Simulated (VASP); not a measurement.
NiO:

```
Ni O
1.0
     0.00000    2.09131    2.09131
     2.09131    0.00000    2.09131
     2.09131    2.09131    0.00000
Ni O
1 1
Direct
  0.00000 0.00000 0.00000
  0.50000 0.50000 0.50000
```

```yaml
Program: VASP 6.6.1
Task: relaxation of the volume alone
Functional: PBE
Potentials_or_basis: VASP PAW PBE potentials, release 64 (Ni, O)
Cutoff: 900 eV
k_mesh: 8 × 8 × 8
Occupations: fermi-dirac, width 0.05 eV
Spin: collinear spin, ferromagnetic start
Starting_moments: "[1.0, 0.0] μB"
```

At the start: pressure 4.9 GPa; volume 9.15 Å³/atom.

**Question.** Where does the relaxation end?

**Answer.** Over 3 steps the energy falls by 3.5 meV/atom and the volume is 9.39 Å³/atom (+2.6 %); space group Fm-3m (No. 225, to 0.05 Å); moment 1.83 μB per cell.

Step by step:
| step | energy change (eV) | largest force (eV/Å) | pressure (GPa) | volume (Å³) |
| --- | --- | --- | --- | --- |
| 1 | 0.0000 | 0.0000 | 4.86 | 18.29 |
| 2 | -0.0049 | 0.0000 | -2.52 | 19.04 |
| 3 | -0.0070 | 0.0000 | -0.04 | 18.77 |

Final structure:
```yaml
crystal:
  lattice:
    - [0.00000, 2.10942, 2.10942]
    - [2.10942, 0.00000, 2.10942]
    - [2.10942, 2.10942, 0.00000]
  atoms:
    - { symbol: Ni, position: [0.00000, 0.00000, 0.00000] }
    - { symbol: O, position: [0.50000, 0.50000, 0.50000] }
```

Caveat: a cell with one magnetic atom can't hold antiferromagnetic order, which such compounds often take.
